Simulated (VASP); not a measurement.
# Cd (C2/c) in VASP: further runs

One crystal, Cd, is run at these levels: PBE; tasks: single point, relaxation of cell and atoms.

Everything below comes from runs of VASP 6.6.1. Logs are shortened: lines on timing, memory, paths and dates and some standing lists are left out, and cuts for length are marked.

### Step 1. The crystal as given

Symmetry: C2/c, No. 15, monoclinic system. The conventional cell has a = 2.938 Å, b = 8.553 Å, c = 3.539 Å, α = 90.00°, β = 92.02°, γ = 90.00°. Around Cd (site symmetry 2) lie 8 Cd at 2.86 to 3.10 Å.

The cell was built by a generator and needn't be a form met in nature.

### Step 2. Single point, PBE

INCAR

```
  ALGO = Normal
  EDIFF = 1E-6
  ENCUT = 520
  GGA = PE
  ISIF = 2
  ISMEAR = 0
  LASPH = T
  LCHARG = F
  LREAL = F
  LWAVE = F
  NBANDS = 19
  NELM = 80
  PREC = Accurate
  SIGMA = 0.1
```

KPOINTS

```
k-points
0
Gamma
  6 6 6
```

POSCAR

```
Cd
1.0
    1.4688521610     -4.2764520796      0.0000000000
    1.4688521610      4.2764520796      0.0000000000
   -0.1247409156      0.0000000000      3.5366412700
Cd
2
Direct
    0.8690000000      0.1310000000      0.2500000000
    0.1310000000      0.8690000000      0.7500000000
```

Potentials or basis: VASP PAW PBE potentials, release 64 (Cd).

On the command line:

```sh
cat potpaw_PBE.64/Cd/POTCAR > POTCAR
mpirun -np 1 vasp_std > vasp.out
```

OUTCAR:

```text
EDIFF = 1E-6
   ENCUT = 520
   GGA = PE
   ISIF = 2
   ISMEAR = 0
   LASPH = T
   LREAL = F
   NELM = 80
   PREC = Accurate

 ion  position               nearest neighbor table
   1  0.869  0.131  0.250-   2 2.86   2 2.86   2 3.04   2 3.04   2 3.10   2 3.10
   2  0.131  0.869  0.750-   1 2.86   1 2.86   1 3.04   1 3.04   1 3.10   1 3.10

  LATTYP: Found a base centered monoclinic cell.
 ALAT       =     2.9377043220
 B/A-ratio  =     2.9114244395
 C/A-ratio  =     1.2046278548
 COS(beta)  =    -0.0352490928

  Lattice vectors:

 A1 = (   1.4688521610,  -4.2764520796,   0.0000000000)
 A2 = (   1.4688521610,   4.2764520796,   0.0000000000)
 A3 = (  -0.1247409156,   0.0000000000,   3.5366412700)

Analysis of symmetry for initial positions (statically):
=====================================================================
 Subroutine PRICEL returns:
 Original cell was already a primitive cell.

 Routine SETGRP: Setting up the symmetry group for a
 base centered monoclinic supercell.

 Subroutine GETGRP returns: Found  4 space group operations
 (whereof  2 operations were pure point group operations)
 out of a pool of  4 trial point group operations.

The static configuration has the point symmetry S_2 .
 The point group associated with its full space group is C_2h.

Analysis of symmetry for dynamics (positions and initial velocities):
=====================================================================
 Subroutine PRICEL returns:
 Original cell was already a primitive cell.

 Routine SETGRP: Setting up the symmetry group for a
 base centered monoclinic supercell.

 Subroutine GETGRP returns: Found  4 space group operations
 (whereof  2 operations were pure point group operations)
 out of a pool of  4 trial point group operations.

The dynamic configuration has the point symmetry S_2 .
 The point group associated with its full space group is C_2h.

 Subroutine INISYM returns: Found  4 space group operations
 (whereof  2 operations are pure point group operations),
 and found     1 'primitive' translations

----------------------------------------------------------------------------------------

                                     Primitive cell

  volume of cell :      44.4307

  direct lattice vectors                    reciprocal lattice vectors
     1.468852161 -4.276452080  0.000000000     0.340401855 -0.116919351  0.012006318
     1.468852161  4.276452080  0.000000000     0.340401855  0.116919351  0.012006318
    -0.124740916  0.000000000  3.536641270     0.000000000  0.000000000  0.282754151

  length of vectors
     4.521677682  4.521677682  3.538840455     0.360121797  0.360121797  0.282754151

  position of ions in fractional coordinates (direct lattice)
     0.869000000  0.131000000  0.250000000
     0.131000000  0.869000000  0.750000000

  ion indices of the primitive-cell ions
   primitive index   ion index
                 1           1
                 2           2

----------------------------------------------------------------------------------------

 KPOINTS: k-points

Automatic generation of k-mesh.
 Grid dimensions read from file:
 generate k-points for:    6    6    6

 Generating k-lattice:

  Cartesian coordinates                     Fractional coordinates (reciprocal lattice)
     0.056733642 -0.019486558  0.002001053     0.166666667 -0.000000000  0.000000000
     0.056733642  0.019486558  0.002001053    -0.000000000  0.166666667  0.000000000
     0.000000000  0.000000000  0.047125692     0.000000000  0.000000000  0.166666667

  Length of vectors
     0.060020300  0.060020300  0.047125692

  Shift w.r.t. Gamma in fractional coordinates (k-lattice)
     0.000000000  0.000000000  0.000000000

 Subroutine IBZKPT returns following result:
 ===========================================

 Found     68 irreducible k-points:

 Following reciprocal coordinates:
            Coordinates               Weight
  0.000000  0.000000  0.000000      1.000000
  0.166667  0.000000  0.000000      4.000000
  0.333333  0.000000  0.000000      4.000000
  0.500000  0.000000  0.000000      2.000000
  0.166667  0.166667  0.000000      2.000000
  0.333333  0.166667  0.000000      4.000000
[... 16 lines left out ...]
 -0.333333  0.166667  0.166667      4.000000
 -0.166667  0.166667  0.166667      4.000000
 [... further k-points ...]
   k-points           NKPTS =     68   k-points in BZ     NKDIM =     68   number of bands    NBANDS=     19
   number of dos      NEDOS =    301   number of ions     NIONS =      2
   total plane-waves  NPLWV =  36288
   dimension x,y,z NGX =    36 NGY =   36 NGZ =   28
   dimension x,y,z NGXF=    72 NGYF=   72 NGZF=   56
   ions per type =               2
   NGX,Y,Z   is equivalent  to a cutoff of  13.24, 13.24, 13.15 a.u.
   NGXF,Y,Z  is equivalent  to a cutoff of  26.47, 26.47, 26.31 a.u.
 SYSTEM =  unknown system
   PREC   = accura    normal or accurate (medium, high low for compatibility)
   ISTART =      0    job   : 0-new  1-cont  2-samecut
   ICHARG =      2    charge: 1-file 2-atom 10-const
   ISPIN  =      1    spin polarized calculation?
   LNONCOLLINEAR =      F non collinear calculations
   LSORBIT =      F    spin-orbit coupling
   LASPH  =      T    aspherical Exc in radial PAW
   ENCUT  =  520.0 eV  38.22 Ry    6.18 a.u.   8.41  8.41  6.58*2*pi/ulx,y,z
   NELM   =     80;   NELMIN=  2; NELMDL= -5     # of ELM steps
   EDIFF  = 0.1E-05   stopping-criterion for ELM
   LREAL  =      F    real-space projection
   EDIFFG = 0.1E-04   stopping-criterion for IOM
   NSW    =      0    number of steps for IOM
   IBRION =     -1    ionic relax: 0-MD 1-quasi-New 2-CG
   NFREE  =      0    steps in history (QN), initial steepest desc. (CG)
   ISIF   =      2    stress and relaxation
   ISYM   =      2    0-nonsym 1-usesym 2-fastsym
   POTIM  = 0.5000    time-step for ionic-motion
   TEBEG  =    0.0;   TEEND  =   0.0 temperature during run
   PSTRESS=    0.0 pullay stress
   NELECT =      24.0000    total number of electrons
   NUPDOWN=      -1.0000    fix difference up-down
   EMIN   =  10.00;   EMAX   =-10.00  energy-range for DOS
   EFERMI =   0.00;   METHOD = LEGACY
   ISMEAR =     0;   SIGMA  =   0.10  broadening in eV -4-tet -1-fermi 0-gaus
   EFERMI_NEDOS =   21; number of points for ismear=-14 and -15
   IALGO  =     38    algorithm
   IMIX   =      4    mixing-type and parameters
     AMIX     =   0.40;   BMIX     =  1.00
     AMIX_MAG =   1.60;   BMIX_MAG =  1.00
  volume/ion in A,a.u.               =      22.22       149.92
  Fermi-wavevector in a.u.,A,eV,Ry     =   1.333269  2.519512 24.185789  1.777605
  Thomas-Fermi vector in A             =   2.462140
   LORBIT       =      0    0 simple, 1 ext, 2 COOP (PROOUT), +10 PAW based schemes
   GGA     = PE    functional components
   LHFCALC =     F    Hartree Fock is set to
   AEXX    =    0.0000 exact exchange contribution
   IVDW    =     0    specifies the selected vdW correction
   LEPSILON=     F    determine dielectric tensor
   LRPA    =     F    only Hartree local field effects (RPA)
 non-spin polarized calculation
 Gauss-broadening in eV      SIGMA  =   0.10
  energy-cutoff  :      520.00
  volume of cell :       44.43
 maximum number of plane-waves:      1214
 NGX is ok and might be reduce to    36
   NGX = 17   NGY = 17   NGZ = 13

 number of electron      23.9999998 magnetization

 Free energy of the ion-electron system (eV)
  ---------------------------------------------------
  ext. energy  EPLUGINS =         0.00000000
  ---------------------------------------------------
  free energy    TOTEN  =        -1.30733030 eV

  energy without entropy =       -1.30119850  energy(sigma->0) =       -1.30426440

 E-fermi :   2.6126     XC(G=0): -10.8461

 val. band max:        2.6079988381   @ k =  -0.3333   0.5000   0.3333
 cond. band min:       2.6232173151   @ k =   0.3333   0.3333   0.5000
 fundamental gap:      0.0152184770
 Fermi energy:         2.6125901087

 k-point     1 :       0.0000    0.0000    0.0000
  band No.  band energies     occupation
      1      -7.0955      2.00000
      2      -7.0312      2.00000
      3      -6.9738      2.00000
      4      -6.9031      2.00000
      5      -6.0108      2.00000
      6      -5.9771      2.00000
[... 11 lines left out ...]
     18      14.8701      0.00000
     19      15.1262      0.00000

 k-point     2 :       0.1667    0.0000    0.0000
  band No.  band energies     occupation
      1      -6.9974      2.00000
      2      -6.9658      2.00000
      3      -6.7991      2.00000
      4      -6.6072      2.00000
      5      -6.1666      2.00000
      6      -6.0792      2.00000
[... 11 lines left out ...]
     18      14.9632      0.00000
     19      15.1853      0.00000

 k-point     3 :       0.3333    0.0000    0.0000
  band No.  band energies     occupation
      1      -6.8509      2.00000
      2      -6.8500      2.00000
      3      -6.6835      2.00000
      4      -6.5674      2.00000
      5      -6.4382      2.00000
      6      -6.0796      2.00000
[... 11 lines left out ...]
     18      15.1047      0.00000
     19      15.8821      0.00000

 k-point     4 :       0.5000    0.0000    0.0000
  band No.  band energies     occupation
      1      -6.9447      2.00000
      2      -6.8012      2.00000
      3      -6.6977      2.00000
      4      -6.6357      2.00000
      5      -6.5287      2.00000
      6      -6.0964      2.00000
[... 407 lines left out ...]
     18      13.2772      0.00000
     19      15.5219      0.00000

 k-point    23 :      -0.3333    0.1667    0.1667
  band No.  band energies     occupation
      1      -6.9229      2.00000
      2      -6.8377      2.00000
      3      -6.7457      2.00000
      4      -6.4274      2.00000
      5      -6.3548      2.00000
      6      -6.1199      2.00000
[... 11 lines left out ...]
     18      13.8875      0.00000
     19      16.4134      0.00000

 k-point    24 :      -0.1667    0.1667    0.1667
  band No.  band energies     occupation
      1      -7.1217      2.00000
      2      -6.9404      2.00000
      3      -6.8769      2.00000
      4      -6.7438      2.00000
      5      -6.1771      2.00000
      6      -5.9630      2.00000
[... 11 lines left out ...]
     18      15.1577      0.00000
     19      16.5869      0.00000

 [... further k-points ...]

------------------------ aborting loop because EDIFF is reached ----------------------------------------

  FORCE on cell =-STRESS in cart. coord.  units (eV):
  Direction    XX          YY          ZZ          XY          YZ          ZX
  --------------------------------------------------------------------------------------
  -------------------------------------------------------------------------------------
  Total        1.3711298      1.9934315      1.1920946      0.0000000      0.0000000     -0.2426920
  in kB       49.4431876     71.8834987     42.9871436      0.0000000      0.0000000     -8.7515176
  external PRESSURE =      54.7712767 kB  Pullay stress =       0.0000000 kB

 VOLUME and BASIS-vectors are now :
 -----------------------------------------------------------------------------
  energy-cutoff  :      520.00
  volume of cell :       44.43
      direct lattice vectors                 reciprocal lattice vectors
     1.468852161 -4.276452080  0.000000000     0.340401855 -0.116919351  0.012006318
     1.468852161  4.276452080  0.000000000     0.340401855  0.116919351  0.012006318
    -0.124740916  0.000000000  3.536641270     0.000000000  0.000000000  0.282754151

 POSITION                                       TOTAL-FORCE (eV/Angst)
 -----------------------------------------------------------------------------------
      1.43767     -3.15602      0.88416         0.000000      0.333155     -0.000000
      1.37530      3.15602      2.65248        -0.000000     -0.333155      0.000000
 -----------------------------------------------------------------------------------
    total drift:                                0.000000     -0.000000     -0.000000

  FREE ENERGIE OF THE ION-ELECTRON SYSTEM (eV)
  ---------------------------------------------------
  free  energy   TOTEN  =        -1.3073303031 eV

  energy  without entropy=       -1.3011984971  energy(sigma->0) =       -1.30426440
```

Run time: 39 s. Hardware: 1 thread of Intel Xeon Platinum 8375C at 2.90GHz (Ice Lake), shared host; peak memory 0.2 GiB.

What came out:

```yaml
Free_energy: -1.3073 eV
Pressure: 5.5 GPa
Largest_force: 0.333 eV/Å
Band_gap_on_the_k_mesh: none (metal or under the smearing width)
```

Forces on the atoms (eV/Å):
```
Cd   0.000  0.333  0.000
Cd   0.000 -0.333  0.000
```

Caveat: the k mesh is coarse (spacing up to 0.38 Å⁻¹), so the values aren't converged.

### Step 3. Single point, PBE

This run uses another cell than the first one, of 23.94 Å³/atom, 1.078 times its volume.

INCAR

```
SYSTEM = Cd
  PREC = Accurate
  ENCUT = 520
  EDIFF = 1E-6
  ISMEAR = 0
  SIGMA = 0.1
  LREAL = .FALSE.
  LASPH = .TRUE.
  NELM = 100
  ALGO = Normal
  ISIF = 2
  LWAVE = .FALSE.
  LCHARG = .FALSE.
  GGA = PE
  NBANDS = 19
```

KPOINTS

```
Automatic mesh
0
G
  6 6 6
  0 0 0
```

POSCAR

```
Cd
1.0
    1.5231938807     -4.8938091023      0.0290725023
    1.5231938807      4.8938091023      0.0290725023
   -0.0593562716      0.0000000000      3.2103189961
Cd
2
Direct
    0.8677529918      0.1322470082      0.2500000000
    0.1322470082      0.8677529918      0.7500000000
```

Potentials or basis: VASP PAW PBE potentials, release 64 (Cd).

On the command line:

```sh
cat potpaw_PBE.64/Cd/POTCAR > POTCAR
mpirun -np 1 vasp_std > vasp.out
```

Wall time 41 s (1 thread of Intel Xeon Platinum 8375C at 2.90GHz (Ice Lake), shared host); peak memory 0.21 GiB.

It converged, with:

* Free energy: -1.4688 eV
* Pressure: 0.3 GPa
* Largest force: 0.017 eV/Å
* Band gap on the k mesh: none (metal or under the smearing width)

Forces on the atoms (eV/Å):
```
Cd   0.000  0.017  0.000
Cd   0.000 -0.017  0.000
```

Stress tensor (GPa, compression positive):
```
 0.27  0.00 -0.01
 0.00  0.38  0.00
-0.01  0.00  0.20
```

Levels at points of the mesh, in eV from the Fermi level:
| k point | band 8 | band 9 | band 10 | band 11 | band 12 | band 13 | band 14 | band 15 | band 16 | band 17 |
| --- | --- | --- | --- | --- | --- | --- | --- | --- | --- | --- |
| (0.00, 0.00, 0.00) | -8.30 | -8.22 | -8.06 | -8.00 | -1.18 | -0.03 | 6.79 | 10.39 | 10.79 | 11.08 |
| (0.50, 0.00, 0.00) | -8.41 | -8.14 | -8.06 | -2.79 | -2.63 | 0.07 | 1.77 | 6.80 | 9.06 | 11.25 |
| (0.50, 0.50, 0.00) | -8.36 | -8.16 | -8.08 | -6.46 | -5.92 | 7.61 | 8.50 | 8.52 | 8.73 | 9.42 |
| (0.00, 0.00, 0.50) | -8.50 | -8.17 | -8.17 | -3.65 | -3.65 | 3.23 | 3.23 | 3.92 | 3.92 | 13.63 |
| (0.50, 0.00, 0.50) | -8.17 | -7.96 | -7.96 | 0.43 | 0.44 | 2.03 | 2.04 | 3.96 | 3.97 | 6.44 |
| (0.50, 0.50, 0.50) | -8.33 | -8.11 | -8.11 | -2.12 | -2.12 | -1.45 | -1.45 | 10.16 | 10.16 | 13.20 |

### Step 4. Relaxation of cell and atoms, PBE

INCAR

```
SYSTEM = Cd
PREC = Accurate
ENCUT = 600
EDIFF = 1E-6
ISMEAR = 0
SIGMA = 0.1
LREAL = .False.
LASPH = .True.
NELM = 100
ALGO = Normal
ISIF = 3
LWAVE = .False.
LCHARG = .False.
GGA = PE
IBRION = 2
NSW = 90
EDIFFG = -0.04
```

KPOINTS

```
regular mesh
0
Gamma
  6 6 6
  0 0 0
```

POSCAR

```
Cd
1.0
    1.4688521610     -4.2764520796      0.0000000000
    1.4688521610      4.2764520796      0.0000000000
   -0.1247409156      0.0000000000      3.5366412700
Cd
2
Direct
    0.8690000000      0.1310000000      0.2500000000
    0.1310000000      0.8690000000      0.7500000000
```

On the command line:

```sh
cat potpaw_PBE.64/Cd/POTCAR > POTCAR
mpirun -np 1 vasp_std > vasp.out
```

It took 13 min on 1 thread of Intel Xeon Platinum 8375C at 2.90GHz (Ice Lake), shared host; peak memory 0.22 GiB.

Results (log left out):

| Quantity | Value |
| --- | --- |
| Free energy | -1.4690 eV |
| Relaxed volume | 24.16 Å³/atom |
| Relaxed cell | a = 5.254 Å, b = 5.254 Å, c = 3.132 Å, α = 89.99°, β = 89.99°, γ = 146.03° |
| Space group after relaxing (to 0.05 Å) | Cmcm (No. 63) |
| Energy gained by relaxing | 81.2 meV/atom |
| Ionic steps | 34 |
| Pressure after relaxing | -0.1 GPa |
| Largest force after relaxing | 0.028 eV/Å |
| Band gap on the k mesh | none (metal or under the smearing width) |

Forces on the atoms (eV/Å):
```
Cd   0.000 -0.028  0.000
Cd   0.000  0.028  0.000
```

Stress tensor (GPa, compression positive):
```
-0.16  0.00 -0.03
 0.00 -0.14  0.00
-0.03  0.00  0.08
```

Step by step:
| step | energy change (eV) | largest force (eV/Å) | pressure (GPa) | volume (Å³) |
| --- | --- | --- | --- | --- |
| 1 | 0.0000 | 0.3331 | 5.37 | 44.43 |
| 2 | -0.0879 | 0.1036 | -0.19 | 49.39 |
| 3 | -0.0880 | 0.0948 | -0.32 | 49.65 |
| 4 | -0.0984 | 0.0220 | -0.35 | 49.55 |
| 5 | -0.1039 | 0.1589 | 0.02 | 49.17 |
| 6 | -0.1068 | 0.0995 | -0.17 | 49.30 |
| 7 | -0.1069 | 0.0812 | -0.26 | 49.34 |
| 8 | -0.1086 | 0.0679 | 0.06 | 48.94 |
| 9 | -0.1098 | 0.0354 | 0.61 | 48.23 |
| 10 | -0.1106 | 0.0267 | 0.68 | 48.20 |
| 11 | -0.1132 | 0.0005 | 0.67 | 48.11 |
| 12 | -0.1197 | 0.0653 | 0.66 | 47.90 |
| 13 | -0.1258 | 0.2172 | 0.83 | 47.46 |
| 14 | -0.1282 | 0.2257 | 0.70 | 47.56 |
| 15 | -0.1329 | 0.2568 | 0.36 | 47.86 |
| 16 | -0.1333 | 0.2693 | 0.28 | 47.94 |
| 17 | -0.1332 | 0.2910 | 0.11 | 48.10 |
| 18 | -0.1336 | 0.2777 | 0.20 | 48.00 |
| 19 | -0.1376 | 0.2405 | 0.08 | 48.11 |
| 20 | -0.1450 | 0.1427 | -0.28 | 48.39 |
| 21 | -0.1480 | 0.0186 | -0.68 | 48.95 |
| 22 | -0.1510 | 0.0249 | -0.19 | 48.27 |
| 23 | -0.1515 | 0.0469 | 0.87 | 47.04 |
| 24 | -0.1524 | 0.0336 | 0.37 | 47.63 |
| 25 | -0.1546 | 0.0284 | 0.66 | 47.43 |
| 26 | -0.1546 | 0.0633 | 1.20 | 46.82 |
| 27 | -0.1563 | 0.0400 | 0.78 | 47.16 |
| 28 | -0.1595 | 0.0430 | 0.59 | 47.43 |
| 29 | -0.1603 | 0.0451 | 0.49 | 47.58 |
| 30 | -0.1601 | 0.0501 | 0.23 | 47.87 |
| 31 | -0.1605 | 0.0468 | 0.49 | 47.69 |
| 32 | -0.1618 | 0.0373 | 0.15 | 47.99 |
| 33 | -0.1623 | 0.0243 | -0.23 | 48.46 |
| 34 | -0.1623 | 0.0283 | -0.07 | 48.32 |

Final structure:
```xyz
2
Lattice="1.5345 -5.0252 0.0400 1.5345 5.0252 0.0400 -0.0794 0.0000 3.1314" Properties=species:S:1:pos:R:3 pbc="T T T"
Cd    1.5146   -3.6889    0.8229
Cd    1.4749    3.6889    2.3886
```

Levels at points of the mesh, in eV from the Fermi level:
| k point | band 8 | band 9 | band 10 | band 11 | band 12 | band 13 | band 14 | band 15 | band 16 |
| --- | --- | --- | --- | --- | --- | --- | --- | --- | --- |
| (0.00, 0.00, 0.00) | -8.46 | -8.39 | -8.22 | -8.20 | -1.56 | -0.66 | 7.42 | 9.84 | 10.60 |
| (0.50, 0.00, 0.00) | -8.59 | -8.33 | -8.26 | -3.06 | -2.85 | -0.29 | 1.29 | 6.12 | 8.27 |
| (0.50, 0.50, 0.00) | -8.51 | -8.34 | -8.28 | -6.72 | -6.10 | 6.67 | 7.65 | 8.11 | 9.20 |
| (0.00, 0.00, 0.50) | -8.63 | -8.38 | -8.38 | -3.56 | -3.56 | 2.82 | 2.82 | 3.70 | 3.70 |
| (0.50, 0.00, 0.50) | -8.35 | -8.12 | -8.12 | 0.37 | 0.38 | 2.00 | 2.01 | 3.75 | 3.76 |
| (0.50, 0.50, 0.50) | -8.51 | -8.26 | -8.26 | -2.20 | -2.20 | -1.43 | -1.43 | 9.46 | 9.46 |

Caveat: the k mesh is coarse (spacing up to 0.38 Å⁻¹), so the values aren't converged.

(Continued in part 2 of 2.)
